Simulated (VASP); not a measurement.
# Ag (P-1) in VASP: convergence with ENCUT

Aim: find how far ENCUT must go before the results for Ag settle, at PBEsol. This setting moves, with any that are tied to it; all else stays.

Program: VASP 6.6.1. These are calculated values, not measurements. Logs are shortened: lines on timing, memory, paths and dates and some standing lists are left out, and cuts for length are marked.

### 1 The cell of the first run

The typed cell holds 1 atom: a = 2.880 Å, b = 2.856 Å, c = 2.885 Å, α = 110.46°, β = 109.04°, γ = 109.42°.

This isn't the form of Ag at room conditions, which is fcc.

The cell isn't the ideal one: cell strained at random at fixed volume.

### 2 With ENCUT 200 eV

File INCAR:

```
SYSTEM = Ag
ALGO     = Normal         ! electronic algorithm
EDIFF    = 1E-6           ! SCF threshold, eV
ENCUT    = 200            ! plane-wave cutoff, eV
GGA      = PS             ! functional
ISIF     = 2              ! what is computed and relaxed
ISMEAR   = 1              ! smearing method
LASPH    = .True.         ! aspherical terms in the spheres
LCHARG   = .False.        ! write CHGCAR
LREAL    = .False.        ! projectors in reciprocal space
LWAVE    = .False.        ! write WAVECAR
NELM     = 60             ! most SCF steps
PREC     = Accurate       ! precision mode
SIGMA    = 0.1            ! smearing width, eV
```

File KPOINTS:

```
k-points
0
Gamma
  8 8 8
  0 0 0
```

File POSCAR:

```
Ag
1.0
   -1.6501120000      1.6709130000      1.6675160000
    1.6243700000     -1.6756590000      1.6465220000
    1.6498290000      1.6753770000     -1.6722630000
Ag
1
Direct
    0.0052420000      0.0060550000      0.0054770000
```

Potentials or basis: VASP PAW PBE potentials, release 64 (Ag).

Command:

```bash
cat potpaw_PBE.64/Ag/POTCAR > POTCAR
mpirun -np 1 vasp_std > vasp.out
```

Wall time 4.2 s (1 thread of Intel Xeon Platinum 8488C (Sapphire Rapids), shared host); peak memory 0.11 GiB.

Results:

| Item | Value |
| --- | --- |
| Free energy | -3.0301 eV |
| Band gap on the k mesh | none (metal or under the smearing width) |

### 3 With ENCUT 250 eV

INCAR, as its differences from that of step 2:

```diff
@@ -3,3 +3,3 @@
 EDIFF    = 1E-6           ! SCF threshold, eV
-ENCUT    = 200            ! plane-wave cutoff, eV
+ENCUT    = 250            ! plane-wave cutoff, eV
 GGA      = PS             ! functional
```

KPOINTS is that of step 2.

POSCAR is that of step 2.

Potentials or basis: VASP PAW PBE potentials, release 64 (Ag).

Command:

```bash
cat potpaw_PBE.64/Ag/POTCAR > POTCAR
mpirun -np 1 vasp_std > vasp.out
```

It took 5.6 s on 1 thread of Intel Xeon Platinum 8488C (Sapphire Rapids), shared host; peak memory 0.12 GiB.

Results:

- Free energy: -3.1922 eV
- Band gap on the k mesh: none (metal or under the smearing width)

### 4 With ENCUT 300 eV

INCAR, as its differences from that of step 3:

```diff
@@ -3,3 +3,3 @@
 EDIFF    = 1E-6           ! SCF threshold, eV
-ENCUT    = 250            ! plane-wave cutoff, eV
+ENCUT    = 300            ! plane-wave cutoff, eV
 GGA      = PS             ! functional
```

KPOINTS is that of step 3.

POSCAR is that of step 3.

Command:

```bash
cat potpaw_PBE.64/Ag/POTCAR > POTCAR
mpirun -np 1 vasp_std > vasp.out
```

Run time: 6 s. Hardware: 1 thread of Intel Xeon Platinum 8488C (Sapphire Rapids), shared host; peak memory 0.13 GiB.

Results:

```yaml
Free_energy: -3.1988 eV
Pressure: -7.5 GPa
Band_gap_on_the_k_mesh: none (metal or under the smearing width)
```

### 5 With ENCUT 350 eV

INCAR, as its differences from that of step 4:

```diff
@@ -3,3 +3,3 @@
 EDIFF    = 1E-6           ! SCF threshold, eV
-ENCUT    = 300            ! plane-wave cutoff, eV
+ENCUT    = 350            ! plane-wave cutoff, eV
 GGA      = PS             ! functional
```

KPOINTS is that of step 4.

POSCAR is that of step 4.

Command:

```bash
cat potpaw_PBE.64/Ag/POTCAR > POTCAR
mpirun -np 1 vasp_std > vasp.out
```

Wall time 12 s (1 thread of Intel Xeon Platinum 8488C (Sapphire Rapids), shared host); peak memory 0.13 GiB.

Results:

```yaml
Free_energy: -3.1910 eV
Pressure: -8.2 GPa
Band_gap_on_the_k_mesh: none (metal or under the smearing width)
```

### 6 With ENCUT 400 eV

INCAR, as its differences from that of step 5:

```diff
@@ -3,3 +3,3 @@
 EDIFF    = 1E-6           ! SCF threshold, eV
-ENCUT    = 350            ! plane-wave cutoff, eV
+ENCUT    = 400            ! plane-wave cutoff, eV
 GGA      = PS             ! functional
```

KPOINTS is that of step 5.

POSCAR is that of step 5.

Potentials or basis: VASP PAW PBE potentials, release 64 (Ag).

Command:

```bash
cat potpaw_PBE.64/Ag/POTCAR > POTCAR
mpirun -np 1 vasp_std > vasp.out
```

It took 14 s on 1 thread of Intel Xeon Platinum 8488C (Sapphire Rapids), shared host; peak memory 0.15 GiB.

Results:

```
Free energy            : -3.1891 eV
Pressure               : -7.7 GPa
Band gap on the k mesh : none (metal or under the smearing width)
```

### 7 With ENCUT 450 eV

INCAR, as its differences from that of step 6:

```diff
@@ -3,3 +3,3 @@
 EDIFF    = 1E-6           ! SCF threshold, eV
-ENCUT    = 400            ! plane-wave cutoff, eV
+ENCUT    = 450            ! plane-wave cutoff, eV
 GGA      = PS             ! functional
```

KPOINTS is that of step 6.

POSCAR is that of step 6.

Command:

```bash
cat potpaw_PBE.64/Ag/POTCAR > POTCAR
mpirun -np 1 vasp_std > vasp.out
```

It took 15 s on 1 thread of Intel Xeon Platinum 8488C (Sapphire Rapids), shared host; peak memory 0.15 GiB.

What came out:

| Quantity | Value |
| --- | --- |
| Free energy | -3.1890 eV |
| Pressure | -7.3 GPa |
| Band gap on the k mesh | none (metal or under the smearing width) |

### 8 With ENCUT 500 eV

INCAR, as its differences from that of step 7:

```diff
@@ -3,3 +3,3 @@
 EDIFF    = 1E-6           ! SCF threshold, eV
-ENCUT    = 450            ! plane-wave cutoff, eV
+ENCUT    = 500            ! plane-wave cutoff, eV
 GGA      = PS             ! functional
```

KPOINTS is that of step 7.

POSCAR is that of step 7.

Command:

```bash
cat potpaw_PBE.64/Ag/POTCAR > POTCAR
mpirun -np 1 vasp_std > vasp.out
```

Run time: 17 s. Hardware: 1 thread of Intel Xeon Platinum 8488C (Sapphire Rapids), shared host; peak memory 0.16 GiB.

What came out:

```yaml
Free_energy: -3.1890 eV
Pressure: -7.3 GPa
Band_gap_on_the_k_mesh: none (metal or under the smearing width)
```

### 9 With ENCUT 600 eV

INCAR, as its differences from that of step 8:

```diff
@@ -3,3 +3,3 @@
 EDIFF    = 1E-6           ! SCF threshold, eV
-ENCUT    = 500            ! plane-wave cutoff, eV
+ENCUT    = 600            ! plane-wave cutoff, eV
 GGA      = PS             ! functional
```

KPOINTS is that of step 8.

POSCAR is that of step 8.

Potentials or basis: VASP PAW PBE potentials, release 64 (Ag).

Command:

```bash
cat potpaw_PBE.64/Ag/POTCAR > POTCAR
mpirun -np 1 vasp_std > vasp.out
```

It took 18 s on 1 thread of Intel Xeon Platinum 8488C (Sapphire Rapids), shared host; peak memory 0.18 GiB.

Results:

```yaml
Free_energy: -3.1891 eV
Pressure: -7.4 GPa
Band_gap_on_the_k_mesh: none (metal or under the smearing width)
```

### 10 With ENCUT 800 eV

INCAR, as its differences from that of step 9:

```diff
@@ -3,3 +3,3 @@
 EDIFF    = 1E-6           ! SCF threshold, eV
-ENCUT    = 600            ! plane-wave cutoff, eV
+ENCUT    = 800            ! plane-wave cutoff, eV
 GGA      = PS             ! functional
```

KPOINTS is that of step 9.

POSCAR is that of step 9.

Potentials or basis: VASP PAW PBE potentials, release 64 (Ag).

Command:

```bash
cat potpaw_PBE.64/Ag/POTCAR > POTCAR
mpirun -np 1 vasp_std > vasp.out
```

OUTCAR:

```text
SYSTEM = Ag
   EDIFF = 1E-6
   ENCUT = 800
   GGA = PS
   ISIF = 2
   ISMEAR = 1
   LASPH = .True.
   LREAL = .False.
   NELM = 60
   PREC = Accurate

 ion  position               nearest neighbor table
   1  0.005  0.006  0.005-

  LATTYP: Found a triclinic cell.
 ALAT       =     2.8502792271
 B/A-ratio  =     1.6216908219
 C/A-ratio  =     1.9426978369
 COS(alpha) =     0.0031731173
 COS(beta)  =     0.5342195091
 COS(gamma) =     0.8095795817

  Lattice vectors:

 A1 = (  -1.6240870000,  -1.6706310000,  -1.6417750000)
 A2 = (  -3.2484570000,   0.0050280000,  -3.2882970000)
 A3 = (   1.6503950000,  -5.0172030000,  -1.6627690000)

Analysis of symmetry for initial positions (statically):
=====================================================================
 Subroutine PRICEL returns:
 Original cell was already a primitive cell.

 Routine SETGRP: Setting up the symmetry group for a
 triclinic supercell.

 Subroutine GETGRP returns: Found  2 space group operations
 (whereof  1 operations were pure point group operations)
 out of a pool of  2 trial point group operations.

The static configuration has the point symmetry C_1 .
 The point group associated with its full space group is S_2 .

Analysis of symmetry for dynamics (positions and initial velocities):
=====================================================================
 Subroutine PRICEL returns:
 Original cell was already a primitive cell.

 Routine SETGRP: Setting up the symmetry group for a
 triclinic supercell.

 Subroutine GETGRP returns: Found  2 space group operations
 (whereof  1 operations were pure point group operations)
 out of a pool of  2 trial point group operations.

The dynamic configuration has the point symmetry C_1 .
 The point group associated with its full space group is S_2 .

 Subroutine INISYM returns: Found  2 space group operations
 (whereof  1 operations are pure point group operations),
 and found     1 'primitive' translations

----------------------------------------------------------------------------------------

                                     Primitive cell

  volume of cell :      18.1538

  direct lattice vectors                    reciprocal lattice vectors
    -1.650112000  1.670913000  1.667516000     0.002401554  0.299267306  0.302193923
     1.624370000 -1.675659000  1.646522000     0.307809315  0.000457478  0.304138274
     1.649829000  1.675377000 -1.672263000     0.305465970  0.298868222  0.002800732

  length of vectors
     2.880178723  2.856124241  2.885357406     0.425309129  0.432720318  0.427363449

  position of ions in fractional coordinates (direct lattice)
     0.005242000  0.006055000  0.005477000
[... 75 lines left out ...]
   NELM   =     60;   NELMIN=  2; NELMDL= -5     # of ELM steps
   EDIFF  = 0.1E-05   stopping-criterion for ELM
   LREAL  =      F    real-space projection
   EDIFFG = 0.1E-04   stopping-criterion for IOM
   NSW    =      0    number of steps for IOM
   IBRION =     -1    ionic relax: 0-MD 1-quasi-New 2-CG
   NFREE  =      0    steps in history (QN), initial steepest desc. (CG)
   ISIF   =      2    stress and relaxation
   ISYM   =      2    0-nonsym 1-usesym 2-fastsym
   POTIM  = 0.5000    time-step for ionic-motion
   TEBEG  =    0.0;   TEEND  =   0.0 temperature during run
   PSTRESS=    0.0 pullay stress
   NELECT =      11.0000    total number of electrons
   NUPDOWN=      -1.0000    fix difference up-down
   EMIN   =  10.00;   EMAX   =-10.00  energy-range for DOS
   EFERMI =   0.00;   METHOD = LEGACY
   ISMEAR =     1;   SIGMA  =   0.10  broadening in eV -4-tet -1-fermi 0-gaus
   EFERMI_NEDOS =   21; number of points for ismear=-14 and -15
   IALGO  =     38    algorithm
   IMIX   =      4    mixing-type and parameters
     AMIX     =   0.40;   BMIX     =  1.00
     AMIX_MAG =   1.60;   BMIX_MAG =  1.00
  volume/ion in A,a.u.               =      18.15       122.51
  Fermi-wavevector in a.u.,A,eV,Ry     =   1.385318  2.617871 26.111023  1.919106
  Thomas-Fermi vector in A             =   2.509739
   LORBIT       =      0    0 simple, 1 ext, 2 COOP (PROOUT), +10 PAW based schemes
   GGA     = PS    functional components
   LHFCALC =     F    Hartree Fock is set to
   AEXX    =    0.0000 exact exchange contribution
   IVDW    =     0    specifies the selected vdW correction
   LEPSILON=     F    determine dielectric tensor
   LRPA    =     F    only Hartree local field effects (RPA)
 non-spin polarized calculation
 Methfessel and Paxton  Order N= 1 SIGMA  =   0.10
  energy-cutoff  :      800.00
  volume of cell :       18.15
 maximum number of plane-waves:       949
   NGX = 13   NGY = 13   NGZ = 13

 number of electron      11.0000000 magnetization

 Free energy of the ion-electron system (eV)
  ---------------------------------------------------
  ext. energy  EPLUGINS =         0.00000000
  ---------------------------------------------------
  free energy    TOTEN  =        -3.18915338 eV

  energy without entropy =       -3.18776691  energy(sigma->0) =       -3.18869122

 E-fermi :   7.5222     XC(G=0): -12.0434

 val. band max:        7.5198775821   @ k =   0.3750  -0.0000   0.5000
 cond. band min:       7.5256441718   @ k =   0.5000   0.1250   0.3750
 fundamental gap:      0.0057665896
 Fermi energy:         7.5221555800

 k-point     1 :       0.0000    0.0000    0.0000
  band No.  band energies     occupation
      1       0.0190      2.00000
      2       2.6310      2.00000
      3       2.7608      2.00000
      4       2.7830      2.00000
      5       3.8918      2.00000
      6       3.9847      2.00000
      7      24.9223      0.00000
      8      25.0212      0.00000
      9      25.3492      0.00000
[... 265 lines left out ...]
 k-point    24 :       0.2500    0.3750   -0.0000
  band No.  band energies     occupation
      1       1.9011      2.00000
      2       2.3662      2.00000
      3       3.1218      2.00000
      4       3.9302      2.00000
      5       4.2082      2.00000
      6      10.4866      0.00000
      7      11.8921      0.00000
      8      14.4003      0.00000
      9      20.8620      0.00000

 [... further k-points ...]

------------------------ aborting loop because EDIFF is reached ----------------------------------------

  FORCE on cell =-STRESS in cart. coord.  units (eV):
  Direction    XX          YY          ZZ          XY          YZ          ZX
  --------------------------------------------------------------------------------------
  -------------------------------------------------------------------------------------
  Total       -0.8959527     -0.7648635     -0.8262417      0.0066402     -0.0208034     -0.0920836
  in kB      -79.0727704    -67.5034184    -72.9203910      0.5860348     -1.8360105     -8.1268898
  external PRESSURE =     -73.1655266 kB  Pullay stress =       0.0000000 kB

 VOLUME and BASIS-vectors are now :
 -----------------------------------------------------------------------------
  energy-cutoff  :      800.00
  volume of cell :       18.15
      direct lattice vectors                 reciprocal lattice vectors
    -1.650112000  1.670913000  1.667516000     0.002401554  0.299267306  0.302193923
     1.624370000 -1.675659000  1.646522000     0.307809315  0.000457478  0.304138274
     1.649829000  1.675377000 -1.672263000     0.305465970  0.298868222  0.002800732

 POSITION                                       TOTAL-FORCE (eV/Angst)
 -----------------------------------------------------------------------------------
      0.01022      0.00779      0.00955         0.000000      0.000000      0.000000
 -----------------------------------------------------------------------------------
    total drift:                                0.000002      0.000001      0.000001

  FREE ENERGIE OF THE ION-ELECTRON SYSTEM (eV)
  ---------------------------------------------------
  free  energy   TOTEN  =        -3.1891533753 eV

  energy  without entropy=       -3.1877669106  energy(sigma->0) =       -3.18869122
```

OSZICAR:

```text
N       E                     dE             d eps       ncg     rms          rms(c)
DAV:   1     0.582038338059E+02    0.58204E+02   -0.73456E+03  4680   0.157E+03
DAV:   2    -0.301733134693E+01   -0.61221E+02   -0.58873E+02  4801   0.242E+02
DAV:   3    -0.351703636101E+01   -0.49971E+00   -0.49908E+00  5255   0.273E+01
DAV:   4    -0.351825026556E+01   -0.12139E-02   -0.12139E-02  5024   0.124E+00
DAV:   5    -0.351825950863E+01   -0.92431E-05   -0.92436E-05  5017   0.105E-01    0.479E+00
DAV:   6    -0.319968646868E+01    0.31857E+00   -0.16838E+00  4735   0.136E+01    0.298E+00
DAV:   7    -0.319252687626E+01    0.71596E-02   -0.70342E-03  4838   0.972E-01    0.172E+00
DAV:   8    -0.318914151133E+01    0.33854E-02   -0.70204E-04  4914   0.276E-01    0.517E-02
DAV:   9    -0.318914971562E+01   -0.82043E-05   -0.86547E-06  4992   0.286E-02    0.117E-02
DAV:  10    -0.318915345078E+01   -0.37352E-05   -0.21371E-06  5000   0.193E-02    0.258E-03
DAV:  11    -0.318915337527E+01    0.75506E-07   -0.40282E-08  2464   0.220E-03
   1 F= -.31891534E+01 E0= -.31886912E+01  d E =-.138646E-02
```

stdout:

```text
POSCAR found type information on POSCAR Ag
 POSCAR found :  1 types and       1 ions
 scaLAPACK will be used
 -----------------------------------------------------------------------------
|                                                                             |
|                                                                             |
|     You enforced a specific xc type in the INCAR file but a different       |
|     I HOPE YOU KNOW WHAT YOU ARE DOING!                                     |
|                                                                             |
 -----------------------------------------------------------------------------

 LDA part: xc-table for (Slater+PW92), standard interpolation
 POSCAR, INCAR and KPOINTS ok, starting setup
 FFT: planning ... GRIDC
 FFT: planning ... GRID_SOFT
 FFT: planning ... GRID
 WAVECAR not read
 entering main loop
```

It took 43 s on 1 thread of Intel Xeon Platinum 8488C (Sapphire Rapids), shared host; peak memory 0.23 GiB.

Results:

```yaml
Free_energy: -3.1892 eV
Pressure: -7.3 GPa
Band_gap_on_the_k_mesh: none (metal or under the smearing width)
```

### 11 Result

```csv
ENCUT,"energy less the tightest run, at zero smearing (meV/atom)",SCF cycles,CPU time (s),peak memory (GiB)
200 eV,159.18,10,3.6,0.11
250 eV,-3.01,11,5,0.12
300 eV,-9.64,11,5.3,0.13
350 eV,-1.88,11,11,0.13
400 eV,0.06,11,13,0.15
450 eV,0.20,11,14,0.15
500 eV,0.17,11,16,0.16
600 eV,0.10,11,17,0.18
800 eV,0.00,11,42,0.23
```

Against the tightest run, the energy stays within 1 meV/atom from 400 eV on. The tightest run that finished is the yardstick and may itself not be fully converged.

Caveats: the PAW data sets were made with another functional, which shifts forces and pressure a little.
